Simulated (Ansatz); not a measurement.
Runs of Ansatz 0.2.0 on Cd. It takes space group Fm-3m (No. 225, cubic). Conventional cell: a = 4.436 Å, b = 4.436 Å, c = 4.436 Å, α = 90.00°, β = 90.00°, γ = 90.00°. Cd (site symmetry m-3m) is surrounded by 12 Cd at 3.14 Å. This isn't the form of Cd at room conditions, which is hcp.

```tsv
level	cutoff (eV)	gap on the mesh (eV)	pressure (GPa)
PBEsol	420	none	-0.2
PBE0	420	none	(b)
HSE06	420	none	2.3
r2SCAN	500	none	1.7
r2SCAN0	500	none	(a)
```

Alike in all rows: task projected density of states; potentials or basis Ansatz PAW; no spin polarisation; cell as given; k mesh 6 × 6 × 6; smearing fermi-dirac 0.05 eV; the mesh is coarse, so values aren't converged.

Question: Fill in the values left out.

Answer: (a) 2.2; (b) 3.4.

Caveats: all runs use coarse meshes; the PAW data sets come from PBE, with cores solved anew for the run's functional, which leaves a small shift of forces and pressure; the thresholds are loose for stress (some runs).

A k mesh can miss the band edges, and the runs leave out spin-orbit coupling on Cd.

A gap of «none» marks a metal or a gap under the smearing width.
